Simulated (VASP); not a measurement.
A run of VASP 6.6.1 is set up as follows.

The input POSCAR:

```
W2C
1.0
    3.0700456420      0.0000000000      0.0000000000
   -1.5350228210      2.6587375167      0.0000000000
    0.0000000000      0.0000000000      4.6784280000
W C
2 1
Direct
    0.3333333333      0.6666666667      0.7463310000
    0.6666666667      0.3333333333      0.2536690000
    0.0000000000      0.0000000000      0.0000000000
```

The input INCAR.step1:

```
SYSTEM = W2C
PREC     = Accurate       ! precision mode
ENCUT    = 520            ! plane-wave cutoff, eV
ISMEAR   = -1             ! smearing method
SIGMA    = 0.05           ! smearing width, eV
LREAL    = .False.        ! projectors in reciprocal space
LASPH    = .True.         ! aspherical terms in the spheres
NELM     = 100            ! most SCF steps
NBANDS   = 23             ! bands
GGA      = PE             ! functional
ALGO     = Normal         ! electronic algorithm
EDIFF    = 1E-4           ! SCF threshold, eV
LWAVE    = .True.         ! write WAVECAR
LCHARG   = .False.        ! write CHGCAR
```

Contents of INCAR.step2:

```
SYSTEM = W2C
PREC     = Accurate       ! precision mode
ENCUT    = 520            ! plane-wave cutoff, eV
EDIFF    = 1E-8           ! SCF threshold, eV
ISMEAR   = -1             ! smearing method
SIGMA    = 0.05           ! smearing width, eV
LREAL    = .False.        ! projectors in reciprocal space
LASPH    = .True.         ! aspherical terms in the spheres
NELM     = 100            ! most SCF steps
ALGO     = Normal         ! electronic algorithm
ISIF     = 2              ! what is computed and relaxed
LWAVE    = .False.        ! write WAVECAR
LCHARG   = .False.        ! write CHGCAR
METAGGA  = R2SCAN         ! meta-GGA
LMIXTAU  = .True.       
LEFG     = .True.       
NBANDS   = 23             ! bands
ISTART   = 1
```

File KPOINTS:

```
Automatic mesh
0
Gamma
  14 14 8
  0 0 0
```

Potentials or basis: VASP PAW PBE potentials, release 64 (W_sv, C).

Launch:

```sh
$ cat potpaw_PBE.64/W_sv/POTCAR potpaw_PBE.64/C/POTCAR > POTCAR
$ cp INCAR.step1 INCAR
$ mpirun -np 1 vasp_std > vasp.out
$ cp INCAR.step2 INCAR
$ mpirun -np 1 vasp_std > vasp.out
```

**Question.** What does it give for the band gap on the k mesh?

**Answer.** None (metal or under the smearing width).

**Question.** Predict the pressure.

**Answer.** -5.0 GPa.

Electric field gradients, principal values (V/Å²):
| atom | Vxx | Vyy | Vzz |
| --- | --- | --- | --- |
| 1 W | 41.805 | 41.806 | -83.611 |
| 2 W | 41.805 | 41.806 | -83.611 |
| 3 C | -0.294 | -0.294 | 0.589 |

Caveat: the PAW data sets were made with another functional, which shifts forces and pressure a little. Spin-orbit coupling is left out, which matters for the levels of W.
